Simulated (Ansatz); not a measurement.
Vibrational response of P

Computed with DFT PBE, scalar-relativistic, plane waves, PAW in Ansatz. Cutoff 420 eV, 18×18×18 k-points (Γ-centred), Fermi-Dirac smearing of 0.15 eV. No spin polarisation. Phonons by linear response, acoustic sum rule imposed.

Relaxed structure:
```yaml
crystal:
  lattice:
    - [1.73769, 1.00326, 3.07407]
    - [-1.73769, 1.00326, 3.07407]
    - [0.00000, -2.00652, 3.07407]
  atoms:
    - { symbol: P, position: [0.22953, 0.22953, 0.22953] }
    - { symbol: P, position: [0.77047, 0.77047, 0.77047] }
```

The structure comes from a generated guess, relaxed at this level; another structure or a mixture of phases may lie lower. In a metal, frequencies depend on the k mesh and the smearing, soft modes most. This form isn't the element's ground state: it lies 43 meV/atom above the standard structure at this level. No dispersion correction is applied, so modes and constants that involve weak contacts between layers, chains or molecules come out too soft.

Question: Is this structure stable against zone-centre distortions?

Answer: Yes, at Γ: no optical mode is imaginary. Strains and other wave vectors aren't tested by this run.

Question: List the optical modes at Γ (i marks imaginary ones).

Answer:
| frequency (cm⁻¹) | degeneracy |
| --- | --- |
| 263 | 2 |
| 373 | 1 |
